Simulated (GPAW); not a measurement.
# GaN (P6_3mc) in GPAW: a series of runs, part 2 of 4

GPAW 26.7.0.

## (3) Single point, TB-mBJ

run.py reads:

```python
from ase.dft.bandgap import bandgap
from ase.io import read, write
from gpaw import GPAW, PW

atoms = read('POSCAR')

calc = GPAW(mode=PW(800),
            xc='TB09',
            kpts={'size': (7, 7, 4), 'gamma': True},
            occupations={'name': 'fermi-dirac', 'width': 0.05},
            nbands=18,
            convergence={'density': 1e-05, 'energy': 1e-05},
            eigensolver='cg',
            maxiter=150,
            txt='gpaw.txt')
atoms.calc = calc
energy = atoms.get_potential_energy()
calc.write('gs.gpw')
write('result.traj', atoms)
print('Fermi level:', round(calc.get_fermi_level(), 4), 'eV')
print(f'Gap: {bandgap(calc)[0]:.4f} eV, direct: {bandgap(calc, direct=True)[0]:.4f} eV')
```

POSCAR reads:

```
GaN
1.0
    3.1800000000      0.0000000000      0.0000000000
   -1.5900000000      2.7539607840      0.0000000000
    0.0000000000      0.0000000000      5.1660000000
Ga N
2 2
Direct
    0.6666666667      0.3333333333      0.5000000000
    0.3333333333      0.6666666667      0.0000000000
    0.6666666667      0.3333333333      0.8750000000
    0.3333333333      0.6666666667      0.3750000000
```

Potentials or basis: GPAW PAW data sets for LDA (gpaw-data 1.2.1), pw.

Command:

```bash
$ OMP_NUM_THREADS=1 python run.py
```

gpaw.txt:

```text
___ ___ ___ _ _ _
 |   |   |_  | | | |
 | | | | | . | | | |
 |__ |  _|___|_____|  26.7.0
 |___|_|

Input parameters:
  convergence: {density: 1e-05,
                energy: 1e-05}
  eigensolver: cg
  kpts: {gamma: True,
         size: (7, 7, 4)}
  maxiter: 150
  mode: {ecut: 800.0,
         name: pw}
  nbands: 18
  occupations: {name: fermi-dirac,
                width: 0.05}
  xc: TB09

System changes: positions, numbers, cell, pbc, initial_charges, initial_magmoms

Initialize ...

species:
  Ga:
    name:    Gallium
    Z:       31.0
    valence: 3
    core:    28
    charge:  0.0  # [|e|]
    compensation charges:
      type: gauss
      rc: 0.37  # [Å]
      lmax: 2
    cutoffs:
      filter: 2.06  # [Å]
      core: 4.17  # [Å]
    projectors
    | kind |    occ | energy [eV] | rcut [Å] |
    |------|--------|-------------|----------|
    |   4s |  2.000 |      -9.167 |    1.164 |
    |   4p |  1.000 |      -2.734 |    1.164 |
    |    s |        |      18.045 |    1.164 |
    |    p |        |      24.478 |    1.164 |
    |    d |        |       0.000 |    1.164 |

    Using partial waves for Ga as LCAO basis

  N:
    name:    Nitrogen
    Z:       7.0
    valence: 5
    core:    2
    charge:  0.0  # [|e|]
    compensation charges:
      type: gauss
      rc: 0.18  # [Å]
      lmax: 2
    cutoffs:
      filter: 1.11  # [Å]
      core: 0.96  # [Å]
    projectors
    | kind |    occ | energy [eV] | rcut [Å] |
    |------|--------|-------------|----------|
    |   2s |  2.000 |     -18.420 |    0.603 |
    |   2p |  3.000 |      -7.237 |    0.529 |
    |    s |        |       8.791 |    0.603 |
    |    p |        |      19.974 |    0.529 |
    |    d |        |       0.000 |    0.577 |

    Using partial waves for N as LCAO basis

Reference energy: -108557.861093  # eV

Spin-paired calculation

Convergence criteria:
 Maximum [total energy] change in last 3 cyles: 1e-05 eV / valence electron
 Maximum integral of absolute [dens]ity change: 1e-05 electrons / valence electron
 Maximum integral of absolute [eigenst]ate change: 4e-08 eV^2 / valence electron
 Maximum number of scf [iter]ations: 150
 (Square brackets indicate name in SCF output, whereas a 'c' in
 the SCF output indicates the quantity has converged.)

Symmetries present (total): 6

  ( 1  1  0)  ( 1  0  0)  ( 0  1  0)  ( 0 -1  0)  (-1  0  0)  (-1 -1  0)
  ( 0 -1  0)  ( 0  1  0)  (-1 -1  0)  (-1  0  0)  ( 1  1  0)  ( 1  0  0)
  ( 0  0  1)  ( 0  0  1)  ( 0  0  1)  ( 0  0  1)  ( 0  0  1)  ( 0  0  1)

196 k-points: 7 x 7 x 4 Monkhorst-Pack grid + [0.000000,0.000000,1/8]
28 k-points in the irreducible part of the Brillouin zone
       k-points in crystal coordinates                weights
   0:     0.00000000    0.00000000    0.00000000          1/196
   1:     0.00000000    0.00000000    0.25000000          2/196
   2:     0.00000000    0.00000000    0.50000000          1/196
   3:     0.14285714    0.00000000   -0.25000000          6/196
   4:     0.14285714    0.00000000    0.00000000          6/196
   5:     0.14285714    0.00000000    0.25000000          6/196
   6:     0.14285714    0.00000000    0.50000000          6/196
   7:     0.28571429   -0.14285714    0.00000000          6/196
   8:     0.28571429   -0.14285714    0.25000000         12/196
   9:     0.28571429   -0.14285714    0.50000000          6/196
          ...
  27:     0.42857143    0.42857143    0.50000000          6/196

Wave functions: Plane wave expansion
  Cutoff energy: 800.000 eV
  Number of coefficients (min, max): 2310, 2352
  Pulay-stress correction: 0.000000 eV/Ang^3 (de/decut=0.000000)
  Using FFTW library
  ScaLapack parameters: grid=1x1, blocksize=None
  Wavefunction extrapolation:
    Improved wavefunction reuse through dual PAW basis

Occupation numbers: Fermi-Dirac:
  width: 0.0500  # eV

Eigensolver
   CG(niter=4, rtol=3.0e-01)

Densities:
  Coarse grid: 21*21*35 grid
  Fine grid: 42*42*70 grid
  Total Charge: 0.000000

Density mixing:
  Method: separate
  Backend: msr1
  Linear mixing parameter: 0.05
  old densities: 10
  Width of damping distribution: 1.1
  Damping of long wavelength oscillations: 20

Hamiltonian:
  XC and Coulomb potentials evaluated on a 42*42*70 grid
  Using the TB09 Exchange-Correlation functional
  External potential:
    NoExternalPotential

XC parameters: TB09 with 2 nearest neighbor stencil

Number of atoms: 4
Number of atomic orbitals: 16
Number of bands in calculation: 18
Number of valence electrons: 16
Bands to converge: occupied

... initialized

Initializing position-dependent things.

Density initialized from atomic densities
Creating initial wave functions:
  16 bands from LCAO basis set
  2 bands from random numbers

           N

           Ga
        N

        Ga

Atomic positions and initial magnetic moments

Positions:
   0 Ga     1.590000    0.917987    2.583000    ( 0.0000,  0.0000,  0.0000)
   1 Ga    -0.000000    1.835974    0.000000    ( 0.0000,  0.0000,  0.0000)
   2 N      1.590000    0.917987    4.520250    ( 0.0000,  0.0000,  0.0000)
   3 N     -0.000000    1.835974    1.937250    ( 0.0000,  0.0000,  0.0000)

Unit cell:
           periodic     x           y           z      points  spacing
  1. axis:    yes    3.180000    0.000000    0.000000    21     0.1311
  2. axis:    yes   -1.590000    2.753961    0.000000    21     0.1311
  3. axis:    yes    0.000000    0.000000    5.166000    35     0.1476

  Lengths:   3.180000   3.180000   5.166000
  Angles:   90.000000  90.000000 120.000000

Effective grid spacing dv^(1/3) = 0.1431

iter:   1  4262.858350
iter:   2  4282.715171   +1.47  -0.37
iter:   3  4275.162205   +1.04  -0.95
iter:   4  4282.965388   +0.22  -0.87
iter:   5  4285.250311   -0.18  -0.86
iter:   6  4291.037413   -0.22  -0.88
iter:   7  4298.798109   -0.04  -1.19
iter:   8  4300.456927   -0.65  -1.34
iter:   9  4301.189689   -1.43  -1.36
iter:  10  4297.955601   -1.22  -1.37
iter:  11  4297.916237   -1.40  -2.05
[... 17 lines left out ...]
iter:  29  4296.355419   -3.66  -3.31
iter:  30  4296.293616   -3.94  -3.23
iter:  31  4296.334955   -3.96  -3.20
iter:  32  4296.289567   -4.13  -3.11
iter:  33  4296.309408   -4.27  -3.26
iter:  34  4296.301313   -4.76  -3.45
iter:  35  4296.300330   -5.20  -3.77
iter:  36  4296.301179   -5.90  -4.28
iter:  37  4296.299942   -6.54  -4.31
iter:  38  4296.300843   -7.27  -4.77
iter:  39  4296.300630   -8.07c -4.63
iter:  40  4296.301255   -8.18c -4.63
iter:  41  4296.301592   -8.06c -4.81
iter:  42  4296.301878   -8.35c -4.88
iter:  43  4296.302150   -8.31c -5.01c
iter:  44  4296.302638   -8.12c -5.21c
iter:  45  4296.302806   -8.33c -6.01c
iter:  46  4296.302832   -8.98c -6.25c
iter:  47  4296.302698c  -9.09c -6.17c

Converged after 47 iterations.

Dipole moment: (-0.000019, 0.000011, 1.114031) |e|*Ang

Energy contributions relative to reference atoms: (reference = -108557.861093)

Kinetic:        +33.457166
Potential:      -22.495101
External:        +0.000000
XC:            +4285.261081
Entropy (-ST):   -0.000000
Local:           +0.079552
SIC:             +0.000000
--------------------------
Free energy:   +4296.302698
Extrapolated:  +4296.302698

Showing only first 2 kpts
 Kpt  Band  Eigenvalues  Occupancy
  0     6      6.96973    2.00000
  0     7      6.96975    2.00000
  0     8     10.46529    0.00000
  0     9     12.90947    0.00000

  1     6      6.82413    2.00000
  1     7      6.82414    2.00000
  1     8     11.51992    0.00000
  1     9     13.00706    0.00000

Fermi level: 8.37369

Gap: 3.496 eV
Transition (v -> c):
  (s=0, k=0, n=7, [0.00, 0.00, 0.00]) -> (s=0, k=0, n=8, [0.00, 0.00, 0.00])
No difference between direct/indirect transitions
Writing to gs.gpw (mode='')
```

It took 65 s on 1 thread of AMD EPYC 9R14 (Zen 4), shared host; peak memory 0.24 GiB.

Results:

```yaml
Band_gap_on_the_k_mesh: 3.50 eV, direct
```

Levels at points of the mesh, in eV from the valence-band top:
```
           k point  band 6  band 7  band 8  band 9  band 10  band 11
(0.00, 0.00, 0.00)   -0.04    0.00    0.00    3.50     5.94    10.99
(0.00, 0.00, 0.50)   -0.49   -0.49   -0.49    5.82     5.82    10.18
```

Caveat: a model potential gives levels but no total energy; the PAW data sets were made with another functional, which shifts forces and pressure a little.

## (4) Band structure, BP86, spin-orbit coupling, no magnetisation

run.py reads:

```python
import numpy as np
from ase.dft.bandgap import bandgap
from ase.io import read, write
from ase.units import GPa
from gpaw import GPAW, PW, setup_paths
from gpaw.spinorbit import soc_eigenstates

setup_paths.insert(0, '.')

atoms = read('GaN.cif')

calc = GPAW(mode=PW(800),
            xc='GGA_X_B88+GGA_C_P86',
            kpts={'size': (7, 7, 4), 'gamma': True},
            occupations={'name': 'fermi-dirac', 'width': 0.05},
            nbands=18,
            convergence={'density': 1e-05, 'energy': 1e-05},
            maxiter=150,
            txt='gpaw.txt')
atoms.calc = calc
energy = atoms.get_potential_energy()
forces = atoms.get_forces()
stress = atoms.get_stress()
calc.write('gs.gpw')
write('result.traj', atoms)
print(f'Energy: {energy:.6f} eV')
print('Forces (eV/A):')
print(forces.round(4))
print('Stress (GPa):', (stress / GPa).round(3))
print('Fermi level:', round(calc.get_fermi_level(), 4), 'eV')
print(f'Gap: {bandgap(calc)[0]:.4f} eV, direct: {bandgap(calc, direct=True)[0]:.4f} eV')

path = atoms.cell.bandpath('GMKGALHA,LM,KH', npoints=100, eps=1e-4)
bs_calc = calc.fixed_density(kpts=path, symmetry='off', nbands=29,
                             convergence={'bands': 'CBM+6.0', 'eigenstates': 1e-6}, txt='bands.txt')
bs = bs_calc.band_structure()
bs.write('bs.json')
print(f'Gap on the path: {bandgap(bs_calc)[0]:.4f} eV')

soc = soc_eigenstates(bs_calc, theta=0, phi=0)
np.savetxt('soc_bands.dat', soc.eigenvalues(), fmt='%.4f')
mesh = soc_eigenstates('gs.gpw', theta=0, phi=0)
np.savetxt('soc_mesh.dat', mesh.eigenvalues(), fmt='%.4f')
print('Fermi level with spin-orbit coupling:', round(mesh.fermi_level, 4), 'eV')
```

GaN.cif reads:

```cif
data_GaN
_cell_length_a 3.18000000
_cell_length_b 3.18000000
_cell_length_c 5.16600000
_cell_angle_alpha 90.00000000
_cell_angle_beta 90.00000000
_cell_angle_gamma 120.00000000
_space_group_name_H-M_alt 'P1'
_space_group_name_Hall 'P 1'
_space_group_IT_number 1
loop_
_space_group_symop_operation_xyz
'x,y,z'
loop_
_atom_site_label
_atom_site_type_symbol
_atom_site_symmetry_multiplicity
_atom_site_Wyckoff_symbol
_atom_site_fract_x
_atom_site_fract_y
_atom_site_fract_z
_atom_site_occupancy
Ga1 Ga 1 a 0.6666666667 0.3333333333 0.5000000000 1
Ga2 Ga 1 a 0.3333333333 0.6666666667 0.0000000000 1
N1 N 1 a 0.6666666667 0.3333333333 0.8750000000 1
N2 N 1 a 0.3333333333 0.6666666667 0.3750000000 1
```

Potentials or basis: PAW data sets generated in the run's folder for this functional, pw.

Command:

```bash
$ gpaw-setup -f GGA_X_B88+GGA_C_P86 Ga N
$ OMP_NUM_THREADS=1 python run.py
```

gpaw.txt:

```text
__  _  _
 | _ |_)|_||  |
 |__||  | ||/\| - 26.7.0

Input parameters:
  mode=PW(ecut=800.0),
  convergence={'density': 1e-05, 'energy': 1e-05},
  kpts=MonkhorstPack(size=(7, 7, 4), gamma=True),
  maxiter=150,
  nbands=18,
  occupations=Occupations(name='fermi-dirac', width=0.05),
  xc=XC(name='GGA_X_B88+GGA_C_P86')

Diagonalizing LCAO Hamiltonian
Converting LCAO to pw mode

           N

           Ga
        N

        Ga

Atoms  # Å, Bohr magnetons
|   | symbol |         x |        y |        z |    initial magnetic moments |
|---|--------|-----------|----------|----------|-----------------------------|
| 0 |     Ga |  1.590000 | 0.917987 | 2.583000 | ( 0.0000,  0.0000,  0.0000) |
| 1 |     Ga | -0.000000 | 1.835974 | 0.000000 | ( 0.0000,  0.0000,  0.0000) |
| 2 |      N |  1.590000 | 0.917987 | 4.520250 | ( 0.0000,  0.0000,  0.0000) |
| 3 |      N | -0.000000 | 1.835974 | 1.937250 | ( 0.0000,  0.0000,  0.0000) |

Unit cell  # Å
| periodic |         x |        y |        z |  lengths |     angles |
|----------|-----------|----------|----------|----------|------------|
|      yes |  3.180000 | 0.000000 | 0.000000 | 3.180000 |  90.000000 |
|      yes | -1.590000 | 2.753961 | 0.000000 | 3.180000 |  90.000000 |
|      yes |  0.000000 | 0.000000 | 5.166000 | 5.166000 | 120.000000 |

Number of symmetries: 6
Symmetry operations  # r_c * U_cc + t_c -> r_c
|   | kind |            matrix            |
|---|------|------------------------------|
| 0 |  σ   |  1, 1, 0,  0,-1, 0,  0, 0, 1 |
| 1 |  E   |  1, 0, 0,  0, 1, 0,  0, 0, 1 |
[... 132 lines left out ...]
- Maximum integral of absolute [eigenst]ate change: 4e-08 eV^2 / valence electron
maximum number of iterations: 150

SCF iterations
|iter     | |      energy | eigst |  dens |
|---------|-|-------------|-------|-------|
|iter:   1| |  -27.557147 | -0.16 |       |
|iter:   2| |  -26.546122 | -1.84 | -0.56 |
|iter:   3| |  -23.784436 | -0.52 | -0.62 |
|iter:   4| |  -23.773325 | -2.88 | -1.30 |
|iter:   5| |  -23.769994 | -3.45 | -1.57 |
|iter:   6| |  -23.769985 | -5.59 | -2.88 |
|iter:   7| |  -23.769994c| -6.34 | -3.23 |
|iter:   8| |  -23.769996c| -7.82c| -4.21 |
|iter:   9| |  -23.769996c| -8.26c| -4.98 |
|iter:  10| |  -23.769996c| -8.85c| -5.30c|

Converged in 10 steps
Energy contributions relative to reference atoms: (reference = -108767.140931)

Energy contributions:
  Kinetic:          72.827217
  Coulomb:         -64.043382
  Zero:              0.299063
  External:          0.000000
  Xc:              -32.852895
  Entropy:          -0.000000
  Spinorbit:         0.000000
  ----------------------------
  Free energy:     -23.769996
  Extrapolated:    -23.769996

dipole moment: (-0.000022, -0.000041, -11.641372)  # |e|*Ang

Fermi level: 7.428
Eigenvalues  # (at kpt = [0.000, 0.000, 0.000])
| band index |      eig [eV] | occ [0-2] |
|------------|---------------|-----------|
|          0 |        -9.537 |     2.000 |
|          1 |        -7.155 |     2.000 |
|          2 |        -0.628 |     2.000 |
|          3 |         5.405 |     2.000 |
|          4 |         5.405 |     2.000 |
|          5 |         6.401 |     2.000 |
[... 8 lines left out ...]
|         14 |        18.284 |     0.000 |
|         15 |        18.284 |     0.000 |
|        ... |               |           |
|         17 |        21.787 |     0.000 |

Gap: 2.089 eV
Transition (v -> c):
  (s=0, k=0, n=7, [0.00, 0.00, 0.00]) -> (s=0, k=0, n=8, [0.00, 0.00, 0.00])
No difference between direct/indirect transitions

Forces  # eV/Ang
|        x |       y |        z |
|----------|---------|----------|
| -0.00000 | 0.00000 | -0.17708 |  # Ga   0
|  0.00000 | 0.00000 | -0.17704 |  # Ga   1
| -0.00000 | 0.00000 |  0.17751 |  # N    2
| -0.00000 | 0.00000 |  0.17677 |  # N    3

Stress tensor  # eV/Ang^3
|         x |         y |         z |
|-----------|-----------|-----------|
| -0.088228 |  0.000000 |  0.000000 |
|  0.000000 | -0.088228 |  0.000000 |
|  0.000000 |  0.000000 | -0.102810 |

# Writing to gs.gpw (mode='')
```

bands.txt:

```text
Diagonalizing LCAO Hamiltonian
Converting LCAO to pw mode
convergence criteria:
- Maximum integral of absolute [eigenst]ate change: 1e-06 eV^2 / valence electron
maximum number of iterations: 150

SCF iterations
|iter     | |      energy | eigst |  dens |
|---------|-|-------------|-------|-------|
[... 104 lines left out ...]
         [0.5       , 0.        , 0.        ],
         [0.33333333, 0.33333333, 0.        ],
         [0.33333333, 0.33333333, 0.07142857],
         [0.33333333, 0.33333333, 0.14285714],
         [0.33333333, 0.33333333, 0.21428571],
         [0.33333333, 0.33333333, 0.28571429],
         [0.33333333, 0.33333333, 0.35714286],
         [0.33333333, 0.33333333, 0.42857143],
         [0.33333333, 0.33333333, 0.5       ]])),
  maxiter=150,
  nbands=29,
  occupations=Occupations(name='fermi-dirac', width=0.05),
  symmetry=Symmetry(point_group=False, time_reversal=False),
  xc=XC(name='GGA_X_B88+GGA_C_P86')
```

Wall time 41 s (1 thread of AMD EPYC 9R14 (Zen 4), shared host); peak memory 0.4 GiB.

Results:

```yaml
Free_energy: -23.7700 eV
Pressure: 14.9 GPa
Largest_force: 0.178 eV/Å
Band_gap_on_the_k_mesh: 2.08 eV, direct
Band_gap_along_the_path: 2.08 eV, direct
```

Forces in eV/Å, atoms in the order of the input:
```
Ga   0.000  0.000 -0.177
Ga   0.000  0.000 -0.177
N    0.000  0.000  0.178
N    0.000  0.000  0.177
```

Stress tensor (GPa, compression positive):
```
14.14  0.00  0.00
 0.00 14.14  0.00
 0.00  0.00 16.47
```

Levels at the corners of the path, in eV from the valence-band top:
| point | band 14 | band 15 | band 16 | band 17 | band 18 | band 19 |
| --- | --- | --- | --- | --- | --- | --- |
| Γ | -0.01 | 0.00 | 0.00 | 2.08 | 2.08 | 4.39 |
| M | -2.28 | -0.98 | -0.98 | 5.16 | 5.16 | 5.71 |
| K | -3.02 | -2.74 | -2.74 | 5.23 | 5.23 | 7.96 |
| Γ | -0.01 | 0.00 | 0.00 | 2.08 | 2.08 | 4.39 |
| A | -0.54 | -0.54 | -0.54 | 4.39 | 4.39 | 4.39 |
| L | -1.91 | -1.91 | -1.91 | 4.52 | 4.52 | 4.52 |
| H | -1.49 | -1.48 | -1.48 | 6.56 | 6.56 | 6.59 |
| A | -0.54 | -0.54 | -0.54 | 4.39 | 4.39 | 4.39 |
| L | -1.91 | -1.91 | -1.91 | 4.52 | 4.52 | 4.52 |
| M | -2.28 | -0.98 | -0.98 | 5.16 | 5.16 | 5.71 |
| K | -3.02 | -2.74 | -2.74 | 5.23 | 5.23 | 7.96 |
| H | -1.49 | -1.48 | -1.48 | 6.56 | 6.56 | 6.59 |

Caveat: spin-orbit coupling was added after a scalar SCF, so levels and gaps hold it while energy, forces, pressure and moments don't; this program's spin-orbit splittings come out too wide for heavy elements.

(Continued in part 3 of 4.)
